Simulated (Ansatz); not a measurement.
## KBr: 15 steps of 3.0 fs from 300 K

These are results of DFT, PBEsol, all-electron LAPW, scalar-relativistic in Ansatz 0.2.0, not measurements.

Command: `ansatz run input.yaml --threads 2 --pin off --max-ram 4096MiB --backend cpu --events-out ev --progress --plain --runs-dir out` The run took 6.7 min on 2 threads of AMD EPYC 7R43 64-Core Processor (Zen 3), on a shared host, peak memory 0.45 GiB.

```yaml
crystal:
  lattice:
    - [0.0, 6.6, 6.6]
    - [3.3, 0.0, 3.3]
    - [3.3, 3.3, 0.0]
  atoms:
    - { symbol: K, position: [0.0, 0.0, 0.0] }
    - { symbol: K, position: [0.5, 0.0, 0.0] }
    - { symbol: Br, position: [0.25, 0.5, 0.5] }
    - { symbol: Br, position: [0.75, 0.5, 0.5] }
kpoints:
  mp_grid: { grid: [3, 5, 5] }
scf:
  occupations: { method: fermi_dirac, width: 0.08 }
hamiltonian:
  xc: pbesol
  pseudopotentials: { kind: all_electron, lapw: { basis_error: 0.001 } }
output:
  forces: true
  stress: true
md:
  timestep: 3.0
  n_steps: 15
  ensemble: nve
  temperature: 300
  initial_velocities: maxwell_boltzmann
  seed: 548193
```

The geometry is COD entry 9008650, unchecked; take it as a test cell.

Each frame lists Cartesian positions (Å) and forces (eV/Å). Free energies count from the first step, -174489.6361 eV.

Step 0 (t = 0.0 fs): E = 0.0 meV, T = 300 K, conserved energy 0.0 meV

```
K     0.0000    0.0000    0.0000     0.000   0.000   0.000
K     0.0000    3.3000    3.3000     0.000   0.000   0.000
Br    3.3000    3.3000    3.3000     0.000   0.000   0.000
Br    3.3000    6.6000    6.6000     0.000   0.000   0.000
```

Step 1 (t = 3.0 fs): E = +0.3 meV, T = 299 K, conserved energy 0.0 meV

```
K    -0.0019    0.0072   -0.0005     0.008  -0.014  -0.003
K    -0.0034    3.2931    3.2942     0.000   0.013   0.013
Br    3.3082    3.2938    3.3027    -0.017   0.012  -0.003
Br    3.2944    6.6060    6.6004     0.008  -0.011  -0.007
```

Step 2 (t = 6.0 fs): E = +1.2 meV, T = 297 K, conserved energy 0.0 meV

```
K    -0.0039    0.0144   -0.0010     0.017  -0.027  -0.006
K    -0.0067    3.2862    3.2884     0.000   0.025   0.026
Br    3.3163    3.2876    3.3054    -0.033   0.025  -0.006
Br    3.2889    6.6121    6.6007     0.017  -0.022  -0.015
```

Step 3 (t = 9.0 fs): E = +2.7 meV, T = 293 K, conserved energy 0.0 meV

```
K    -0.0057    0.0216   -0.0016     0.025  -0.042  -0.008
K    -0.0101    3.2794    3.2827    -0.001   0.036   0.039
Br    3.3244    3.2815    3.3081    -0.049   0.038  -0.009
Br    3.2834    6.6181    6.6011     0.025  -0.032  -0.022
```

Step 4 (t = 12.0 fs): E = +4.8 meV, T = 288 K, conserved energy 0.0 meV

```
K    -0.0076    0.0286   -0.0021     0.034  -0.056  -0.011
K    -0.0135    3.2726    3.2771    -0.001   0.047   0.052
Br    3.3324    3.2754    3.3108    -0.065   0.051  -0.012
Br    3.2779    6.6241    6.6014     0.033  -0.042  -0.029
```

Step 5 (t = 15.0 fs): E = +7.4 meV, T = 281 K, conserved energy 0.0 meV

```
K    -0.0093    0.0355   -0.0027     0.042  -0.071  -0.014
K    -0.0168    3.2659    3.2715    -0.002   0.057   0.065
Br    3.3404    3.2693    3.3135    -0.081   0.065  -0.015
Br    3.2724    6.6300    6.6017     0.041  -0.051  -0.036
```

Step 6 (t = 18.0 fs): E = +10.5 meV, T = 273 K, conserved energy 0.0 meV

```
K    -0.0110    0.0423   -0.0033     0.050  -0.086  -0.016
K    -0.0202    3.2594    3.2662    -0.003   0.067   0.077
Br    3.3483    3.2633    3.3162    -0.097   0.079  -0.018
Br    3.2670    6.6359    6.6020     0.050  -0.060  -0.043
```

Step 7 (t = 21.0 fs): E = +14.2 meV, T = 264 K, conserved energy 0.0 meV

```
K    -0.0125    0.0488   -0.0040     0.058  -0.101  -0.019
K    -0.0236    3.2530    3.2609    -0.005   0.076   0.090
Br    3.3561    3.2574    3.3189    -0.112   0.094  -0.022
Br    3.2616    6.6417    6.6022     0.058  -0.069  -0.049
```

Step 8 (t = 24.0 fs): E = +18.4 meV, T = 253 K, conserved energy 0.0 meV

```
K    -0.0140    0.0552   -0.0046     0.066  -0.116  -0.021
K    -0.0270    3.2468    3.2559    -0.006   0.084   0.102
Br    3.3638    3.2516    3.3215    -0.127   0.108  -0.025
Br    3.2563    6.6474    6.6023     0.066  -0.077  -0.055
```

Step 9 (t = 27.0 fs): E = +22.8 meV, T = 242 K, conserved energy 0.0 meV

```
K    -0.0152    0.0613   -0.0054     0.074  -0.131  -0.023
K    -0.0304    3.2408    3.2512    -0.007   0.092   0.113
Br    3.3713    3.2459    3.3241    -0.141   0.123  -0.029
Br    3.2511    6.6531    6.6024     0.075  -0.085  -0.061
```

Step 10 (t = 30.0 fs): E = +27.5 meV, T = 230 K, conserved energy 0.0 meV

```
K    -0.0163    0.0671   -0.0062     0.081  -0.145  -0.025
K    -0.0338    3.2350    3.2466    -0.009   0.099   0.124
Br    3.3786    3.2404    3.3267    -0.155   0.138  -0.032
Br    3.2459    6.6586    6.6025     0.083  -0.092  -0.067
```

Step 11 (t = 33.0 fs): E = +32.5 meV, T = 217 K, conserved energy 0.0 meV

```
K    -0.0173    0.0725   -0.0070     0.087  -0.159  -0.026
K    -0.0373    3.2294    3.2424    -0.010   0.105   0.135
Br    3.3859    3.2350    3.3292    -0.168   0.153  -0.036
Br    3.2408    6.6641    6.6024     0.091  -0.099  -0.072
```

Step 12 (t = 36.0 fs): E = +37.6 meV, T = 203 K, conserved energy 0.0 meV

```
K    -0.0180    0.0777   -0.0079     0.093  -0.173  -0.028
K    -0.0407    3.2241    3.2384    -0.011   0.111   0.144
Br    3.3929    3.2297    3.3317    -0.181   0.168  -0.039
Br    3.2359    6.6694    6.6023     0.099  -0.106  -0.077
```

Step 13 (t = 39.0 fs): E = +42.9 meV, T = 190 K, conserved energy 0.0 meV

```
K    -0.0185    0.0824   -0.0089     0.099  -0.185  -0.029
K    -0.0442    3.2189    3.2348    -0.012   0.116   0.153
Br    3.3997    3.2247    3.3341    -0.193   0.182  -0.042
Br    3.2310    6.6747    6.6021     0.107  -0.113  -0.082
```

Step 14 (t = 42.0 fs): E = +48.2 meV, T = 176 K, conserved energy 0.0 meV

```
K    -0.0188    0.0867   -0.0099     0.103  -0.197  -0.030
K    -0.0477    3.2141    3.2315    -0.013   0.121   0.161
Br    3.4063    3.2198    3.3366    -0.205   0.197  -0.045
Br    3.2263    6.6798    6.6018     0.115  -0.120  -0.086
```

Step 15 (t = 45.0 fs): E = +53.5 meV, T = 163 K, conserved energy 0.0 meV

```
K    -0.0189    0.0906   -0.0110     0.107  -0.208  -0.030
K    -0.0513    3.2095    3.2286    -0.013   0.124   0.169
Br    3.4127    3.2152    3.3389    -0.216   0.210  -0.048
Br    3.2217    6.6847    6.6014     0.122  -0.126  -0.090
```

**Question.** What is the mean temperature over the last 8 frames?

**Answer.** 209 K; so short a run of so small a cell isn't equilibrated.
